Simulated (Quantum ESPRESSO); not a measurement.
# SiC (Moissanite 3C) (F-43m) in Quantum ESPRESSO: reference runs

Reference runs on SiC (Moissanite 3C): the cell as given and a disturbed copy.

Everything below comes from runs of Quantum ESPRESSO 7.5. Logs are shortened: lines on timing, memory, paths and dates and some standing lists are left out, and cuts for length are marked.

**The experiment to reproduce.**

“Insight into the structural, elastic and electronic properties of a new orthorhombic 6O-SiC polytype”, 2020, pmc:7200658 quotes, for a bulk crystal of SiC: band gap 2.4 eV (indirect).

The runs below are set against these values where they give the same quantity.

### Step 1. Starting point

The structure is cubic, space group F-43m (No. 216). Conventional cell: a = 4.358 Å, b = 4.358 Å, c = 4.358 Å, α = 90.00°, β = 90.00°, γ = 90.00°. Si (site symmetry -43m) is surrounded by 4 C at 1.89 Å. Around C (site symmetry -43m) lie 4 Si at 1.89 Å.

### Step 2. Single point, PBE

pw.in reads:

```
&CONTROL
  calculation = 'scf'
  prefix = 'pwscf'
  outdir = './tmp'
  pseudo_dir = './pseudo'
  tprnfor = .true.
  tstress = .true.
  disk_io = 'low'
/
&SYSTEM
  ibrav = 0
  nat = 2
  ntyp = 2
  ecutwfc = 55
  ecutrho = 440
  nbnd = 9
  occupations = 'smearing'
  smearing = 'fd'
  degauss = 0.00367493
/
&ELECTRONS
  conv_thr = 4d-10
  electron_maxstep = 120
  mixing_beta = 0.5
/
ATOMIC_SPECIES
Si    28.0850 Si.pbe-n-rrkjus_psl.1.0.0.UPF
C     12.0110 C.pbe-n-kjpaw_psl.1.0.0.UPF
CELL_PARAMETERS angstrom
   0.0000000000    2.1790000000    2.1790000000
   2.1790000000    0.0000000000    2.1790000000
   2.1790000000    2.1790000000    0.0000000000
ATOMIC_POSITIONS crystal
Si     0.0000000000    0.0000000000    0.0000000000
C      0.7500000000    0.7500000000    0.7500000000
K_POINTS automatic
10 10 10 0 0 0
```

pp_density.in reads:

```
&INPUTPP
  prefix = 'pwscf'
  outdir = './tmp'
  filplot = 'density.dat'
  plot_num = 0
/
&PLOT
  nfile = 1
  filepp(1) = 'density.dat'
  iflag = 3
  output_format = 6
  fileout = 'density.cube'
/
```

pp_potential.in reads:

```
&INPUTPP
  prefix = 'pwscf'
  outdir = './tmp'
  filplot = 'potential.dat'
  plot_num = 11
/
&PLOT
  nfile = 1
  filepp(1) = 'potential.dat'
  iflag = 3
  output_format = 6
  fileout = 'potential.cube'
/
```

Potentials or basis: SSSP 1.3 efficiency PBE.

Command:

```bash
> OMP_NUM_THREADS=1 pw.x -in pw.in > pw.out
> OMP_NUM_THREADS=1 pp.x -in pp_density.in > pp_density.out
> OMP_NUM_THREADS=1 pp.x -in pp_potential.in > pp_potential.out
```

pw.out:

```text
This program is part of the open-source Quantum ESPRESSO suite
     for quantum simulation of materials; please cite
         "P. Giannozzi et al., J. Phys.:Condens. Matter 21 395502 (2009);
         "P. Giannozzi et al., J. Phys.:Condens. Matter 29 465901 (2017);
         "P. Giannozzi et al., J. Chem. Phys. 152 154105 (2020);
     in publications or presentations arising from this work. More details at

     file C.pbe-n-kjpaw_psl.1.0.0.UPF: wavefunction(s)  2S 2P renormalized
     Message from routine setup:
     using ibrav=0 with symmetry is DISCOURAGED, use correct ibrav instead

     Subspace diagonalization in iterative solution of the eigenvalue problem:
     a serial algorithm will be used

     G-vector sticks info
     --------------------
     sticks:   dense  smooth     PW     G-vecs:    dense   smooth      PW
     Sum        1039     511    163                21883     7727    1411

     Using Slab Decomposition

     bravais-lattice index     =            0
     lattice parameter (alat)  =       5.8233  a.u.
     unit-cell volume          =     139.6363 (a.u.)^3
     number of atoms/cell      =            2
     number of atomic types    =            2
     number of electrons       =         8.00
     number of Kohn-Sham states=            9
     kinetic-energy cutoff     =      55.0000  Ry
     charge density cutoff     =     440.0000  Ry
     scf convergence threshold =      4.0E-10
     mixing beta               =       0.5000
     number of iterations used =            8  plain     mixing
     Exchange-correlation= SLA  PW   PBX  PBC
                           (   1   4   3   4   0   0   0)

     celldm(1)=   5.823326  celldm(2)=   0.000000  celldm(3)=   0.000000
     celldm(4)=   0.000000  celldm(5)=   0.000000  celldm(6)=   0.000000

     crystal axes: (cart. coord. in units of alat)
               a(1) = (   0.000000   0.707107   0.707107 )
               a(2) = (   0.707107   0.000000   0.707107 )
               a(3) = (   0.707107   0.707107   0.000000 )

     reciprocal axes: (cart. coord. in units 2 pi/alat)
               b(1) = ( -0.707107  0.707107  0.707107 )
               b(2) = (  0.707107 -0.707107  0.707107 )
               b(3) = (  0.707107  0.707107 -0.707107 )

     PseudoPot. # 1 for Si read from file:
     Si.pbe-n-rrkjus_psl.1.0.0.UPF
     Pseudo is Ultrasoft + core correction, Zval =  4.0
     Generated using "atomic" code by A. Dal Corso  v.5.1
     Using radial grid of 1141 points,  6 beta functions with:
                l(1) =   0
                l(2) =   0
                l(3) =   1
                l(4) =   1
                l(5) =   2
                l(6) =   2
     Q(r) pseudized with 0 coefficients

     PseudoPot. # 2 for C  read from file:
     C.pbe-n-kjpaw_psl.1.0.0.UPF
     Pseudo is Projector augmented-wave + core cor, Zval =  4.0
     Generated using "atomic" code by A. Dal Corso  v.5.1
     Shape of augmentation charge: PSQ
     Using radial grid of 1073 points,  4 beta functions with:
                l(1) =   0
                l(2) =   0
                l(3) =   1
                l(4) =   1
     Q(r) pseudized with 0 coefficients

     atomic species   valence    mass     pseudopotential
     Si                4.00    28.08500     Si( 1.00)
     C                 4.00    12.01100     C ( 1.00)

     24 Sym. Ops. (no inversion) found

   Cartesian axes

     site n.     atom                  positions (alat units)
         1        Si     tau(   1) = (   0.0000000   0.0000000   0.0000000  )
         2        C      tau(   2) = (   1.0606602   1.0606602   1.0606602  )

     number of k points=    47  Fermi-Dirac smearing, width (Ry)=  0.0037
                       cart. coord. in units 2pi/alat
        k(    1) = (   0.0000000   0.0000000   0.0000000), wk =   0.0020000
        k(    2) = (   0.0707107   0.0707107  -0.0707107), wk =   0.0160000
        k(    3) = (   0.1414214   0.1414214  -0.1414214), wk =   0.0160000
        k(    4) = (   0.2121320   0.2121320  -0.2121320), wk =   0.0160000
        k(    5) = (   0.2828427   0.2828427  -0.2828427), wk =   0.0160000
        k(    6) = (  -0.3535534  -0.3535534   0.3535534), wk =   0.0080000
[... 39 lines left out ...]
        k(   46) = (  -0.0707107  -0.3535534   0.6363961), wk =   0.0480000
        k(   47) = (  -0.7071068   0.2828427   0.0000000), wk =   0.0240000

     Dense  grid:    21883 G-vectors     FFT dimensions: (  40,  40,  40)

     Smooth grid:     7727 G-vectors     FFT dimensions: (  27,  27,  27)

     Initial potential from superposition of free atoms

     starting charge       7.9994, renormalised to       8.0000
     Starting wfcs are    8 randomized atomic wfcs +    1 random wfcs
     Checking if some PAW data can be deallocated...

     Self-consistent Calculation

     iteration #  1     ecut=    55.00 Ry     beta= 0.50
     Davidson diagonalization with overlap
     ethr =  1.00E-02,  avg # of iterations =  5.4

     total energy              =     -29.78293448 Ry
     estimated scf accuracy    <       0.44095457 Ry

     iteration #  2     ecut=    55.00 Ry     beta= 0.50
     Davidson diagonalization with overlap
     ethr =  5.51E-03,  avg # of iterations =  1.6

     total energy              =     -29.88953814 Ry
     estimated scf accuracy    <       0.02474928 Ry

     iteration #  3     ecut=    55.00 Ry     beta= 0.50
     Davidson diagonalization with overlap
     ethr =  3.09E-04,  avg # of iterations =  2.4

     total energy              =     -29.89277873 Ry
     estimated scf accuracy    <       0.00327851 Ry

     iteration #  4     ecut=    55.00 Ry     beta= 0.50
     Davidson diagonalization with overlap
     ethr =  4.10E-05,  avg # of iterations =  1.9

     total energy              =     -29.89293465 Ry
     estimated scf accuracy    <       0.00032682 Ry

     iteration #  5     ecut=    55.00 Ry     beta= 0.50
     Davidson diagonalization with overlap
     ethr =  4.09E-06,  avg # of iterations =  3.7
[... 8 lines left out ...]
     total energy              =     -29.89298560 Ry
     estimated scf accuracy    <       0.00000014 Ry

     iteration #  7     ecut=    55.00 Ry     beta= 0.50
     Davidson diagonalization with overlap
     ethr =  1.75E-09,  avg # of iterations =  2.1

     total energy              =     -29.89298565 Ry
     estimated scf accuracy    <       0.00000005 Ry

     iteration #  8     ecut=    55.00 Ry     beta= 0.50
     Davidson diagonalization with overlap
     ethr =  6.09E-10,  avg # of iterations =  2.0

     total energy              =     -29.89298566 Ry
     estimated scf accuracy    <          9.2E-10 Ry

     iteration #  9     ecut=    55.00 Ry     beta= 0.50
     Davidson diagonalization with overlap
     ethr =  1.15E-11,  avg # of iterations =  2.8

     End of self-consistent calculation

          k = 0.0000 0.0000 0.0000 (   941 PWs)   bands (ev):

    -5.9413   9.4696   9.4696   9.4696  15.7053  16.7748  16.7748  16.7748
    23.9728

          k = 0.0707 0.0707-0.0707 (   950 PWs)   bands (ev):

    -5.7460   8.4596   9.3356   9.3356  15.9658  17.0179  17.0179  17.0509
    23.0322

          k = 0.1414 0.1414-0.1414 (   947 PWs)   bands (ev):

    -5.1688   6.3379   9.0282   9.0282  15.6735  17.3770  17.3770  18.2551
    22.3710

          k = 0.2121 0.2121-0.2121 (   956 PWs)   bands (ev):

    -4.2452   4.0238   8.7116   8.7116  15.2634  17.2403  17.2403  19.2295
    23.1893

          k = 0.2828 0.2828-0.2828 (   951 PWs)   bands (ev):

    -3.1026   1.9690   8.4924   8.4924  14.9921  16.8639  16.8639  19.5216
    25.1955

          k =-0.3536-0.3536 0.3536 (   960 PWs)   bands (ev):

    -2.3751   0.9268   8.4157   8.4157  14.9009  16.6964  16.6964  19.5293
    25.6669
[... 21 lines left out ...]
          k =-0.2828-0.4243 0.4243 (   968 PWs)   bands (ev):

    -2.3316   1.2201   7.6679   8.1256  15.0538  16.4421  17.3289  20.1924
    24.4019

          k =-0.2121-0.3536 0.3536 (   958 PWs)   bands (ev):

    -2.5971   1.5891   7.4816   8.3693  15.2868  16.4921  17.1552  20.1805
    24.5761

          k =-0.1414-0.2828 0.2828 (   958 PWs)   bands (ev):

    -3.7148   3.4017   7.5215   8.7421  15.6610  16.8920  17.2585  19.5302
    22.4001

          k =-0.0707-0.2121 0.2121 (   949 PWs)   bands (ev):

    -4.7281   5.5844   7.8198   9.1368  16.0905  17.2370  17.3411  18.5678
    21.2222

          k = 0.0000-0.1414 0.1414 (   955 PWs)   bands (ev):

    -5.4232   7.5161   8.4712   9.3884  16.3757  16.7217  17.0817  18.0601
    21.6000

          k = 0.2828 0.0000 0.0000 (   966 PWs)   bands (ev):

    -4.9102   7.0768   8.0215   8.0215  14.4358  16.5513  19.1076  19.1076
    20.3309

          k = 0.3536 0.0707-0.0707 (   963 PWs)   bands (ev):

    -4.2244   5.5403   7.5672   7.6054  13.9351  16.2893  19.1657  19.6874
    21.6547

          k = 0.4243 0.1414-0.1414 (   964 PWs)   bands (ev):

    -3.2309   3.6272   6.8643   7.4180  13.7852  17.0478  19.0076  19.4757
    22.9347

          k =-0.2121-0.4950 0.4950 (   960 PWs)   bands (ev):

    -2.1538   1.9796   6.1865   7.4903  13.8555  17.7048  18.9467  19.7888
    23.3299

          k =-0.1414-0.4243 0.4243 (   963 PWs)   bands (ev):

    -1.9178   1.6722   5.7416   7.8058  14.2814  17.7330  18.5061  20.6628
    23.7142

          k =-0.0707-0.3536 0.3536 (   962 PWs)   bands (ev):

    -2.8764   3.0506   5.6563   8.2972  15.0607  17.7240  18.2223  19.7605
    22.2068

          k = 0.0000-0.2828 0.2828 (   953 PWs)   bands (ev):

    -3.9353   4.6640   6.2483   8.8210  16.0307  17.4771  17.8440  18.6334
    21.0050

          k = 0.4243 0.0000 0.0000 (   966 PWs)   bands (ev):

    -3.6695   5.1071   7.1031   7.1031  12.6367  15.0850  20.9987  20.9987
    21.8840

          k = 0.4950 0.0707-0.0707 (   968 PWs)   bands (ev):

    -2.8009   3.8840   6.3134   6.8403  12.3390  15.0960  21.0871  21.3958
    23.2335

          k =-0.1414-0.5657 0.5657 (   963 PWs)   bands (ev):

    -1.7796   2.6552   5.1162   6.8603  12.5848  16.4097  20.8816  21.0082
    23.5859

          k =-0.0707-0.4950 0.4950 (   965 PWs)   bands (ev):

    -1.2386   2.1204   4.2348   7.1583  13.0943  18.1753  20.3543  20.8956
    22.7095

          k =-0.0000-0.4243 0.4243 (   967 PWs)   bands (ev):

    -1.8751   2.7244   4.2082   7.6816  13.9375  18.8469  19.4635  20.2957
    22.9769

          k = 0.5657 0.0000 0.0000 (   962 PWs)   bands (ev):

    -2.0832   3.0167   6.4912   6.4912  11.2954  14.1097  22.6997  22.6997
    23.5510

          k =-0.0707-0.6364 0.6364 (   967 PWs)   bands (ev):

    -1.2525   2.1637   5.6361   6.4298  11.4681  14.4972  22.7918  22.7969
    23.9107

          k = 0.0000-0.5657 0.5657 (   959 PWs)   bands (ev):

    -0.8588   2.0408   4.3380   6.6643  12.1762  16.1753  21.9535  22.4140
    22.9364

          k =-0.7071 0.0000 0.0000 (   982 PWs)   bands (ev):

    -0.9246   1.6683   6.2791   6.2791  10.8258  13.7926  23.4860  23.4860
    24.2525

          k = 0.2828 0.1414 0.0000 (   956 PWs)   bands (ev):

    -4.6621   6.0267   7.4157   8.6930  15.2907  17.1030  18.0482  18.6746
    21.0757

          k = 0.3536 0.2121-0.0707 (   962 PWs)   bands (ev):

    -3.7558   4.2351   6.7280   8.2883  15.1576  17.1720  18.1410  19.0120
    21.9734

          k =-0.2828-0.4243 0.5657 (   962 PWs)   bands (ev):

    -2.6447   2.3633   6.4977   7.8386  14.9782  16.6659  18.7361  19.7340
    23.0829

          k =-0.2121-0.3536 0.4950 (   964 PWs)   bands (ev):

    -1.9507   1.3915   6.4560   7.6416  14.9128  16.4497  18.6884  20.5792
    23.5967

          k = 0.4243 0.1414-0.0000 (   963 PWs)   bands (ev):

    -3.4437   4.5528   6.4401   7.3389  13.5911  16.0621  19.1704  20.7833
    22.4510

          k =-0.2121-0.4950 0.6364 (   962 PWs)   bands (ev):

    -2.4147   3.1637   5.6427   6.8594  13.7659  16.9437  18.7645  21.0939
    23.1604

          k =-0.1414-0.4243 0.5657 (   961 PWs)   bands (ev):

    -1.5230   2.0249   5.0750   6.7806  14.0583  17.5949  19.3930  20.9065
    22.6880

          k =-0.0707-0.3536 0.4950 (   965 PWs)   bands (ev):

    -1.7754   2.3575   4.7986   7.1344  14.5356  17.4550  19.6867  20.4816
    22.6100

          k = 0.0000-0.2828 0.4243 (   960 PWs)   bands (ev):

    -2.7997   3.5356   5.2157   7.7354  15.0593  17.3482  18.3152  20.0922
    22.3356

          k =-0.1414-0.5657 0.7071 (   975 PWs)   bands (ev):

    -1.9119   2.9701   5.8090   6.1517  12.3989  15.2050  20.8595  22.6851
    23.5008

          k =-0.0707-0.4950 0.6364 (   961 PWs)   bands (ev):

    -1.0767   2.3135   4.6210   6.0565  13.0403  16.5193  20.3226  22.4024
    23.1009

          k =-0.0000-0.4243 0.5657 (   964 PWs)   bands (ev):

    -1.0307   2.3850   3.8883   6.4570  13.7399  18.1224  19.9556  20.9002
    22.6019

          k =-0.7071 0.1414 0.0000 (   966 PWs)   bands (ev):

    -0.8496   1.8709   5.6527   5.6644  11.9979  14.9206  22.0595  23.3210
    23.5569

          k =-0.1414-0.4243 0.7071 (   974 PWs)   bands (ev):

    -1.4740   2.7208   4.6230   6.0019  14.3887  17.7366  18.2644  21.7965
    22.8556

          k =-0.0707-0.3536 0.6364 (   958 PWs)   bands (ev):

    -0.9526   2.3735   4.3003   5.6156  14.6218  17.9544  19.3399  20.2202
    23.0912

          k =-0.7071 0.2828 0.0000 (   964 PWs)   bands (ev):

    -0.7175   2.3312   4.6693   4.8910  14.1557  17.5277  19.4999  20.6749
    23.6658

     the Fermi energy is    10.1668 ev

!    total energy              =     -29.89298566 Ry
     estimated scf accuracy    <          2.4E-10 Ry
     smearing contrib. (-TS)   =      -0.00000000 Ry
     internal energy E=F+TS    =     -29.89298566 Ry

     The total energy is F=E-TS. E is the sum of the following terms:
     one-electron contribution =       5.84389762 Ry
     hartree contribution      =       2.33288213 Ry
     xc contribution           =     -10.97331840 Ry
     ewald contribution        =     -20.93122177 Ry
     one-center paw contrib.   =      -6.16522523 Ry

     convergence has been achieved in   9 iterations

     Forces acting on atoms (cartesian axes, Ry/au):

     atom    1 type  1   force =    -0.00000000    0.00000000    0.00000000
     atom    2 type  2   force =     0.00000000   -0.00000000   -0.00000000

     Total force =     0.000000     Total SCF correction =     0.000000

     Computing stress (Cartesian axis) and pressure

          total   stress  (Ry/bohr**3)                   (kbar)     P=       34.59
   0.00023515  -0.00000000   0.00000000           34.59       -0.00        0.00
   0.00000000   0.00023515   0.00000000            0.00       34.59        0.00
   0.00000000   0.00000000   0.00023515            0.00        0.00       34.59

=------------------------------------------------------------------------------=
   JOB DONE.
=------------------------------------------------------------------------------=
```

It took 15 s on 1 thread of Intel Xeon Platinum 8488C (Sapphire Rapids), shared host; peak memory 0.14 GiB.

Results:

```
Free energy            : -406.7148 eV
Pressure               : 3.5 GPa
Band gap on the k mesh : 1.36 eV, indirect (least direct gap 4.55 eV)
```

(Part 1 of 2 ends here.)
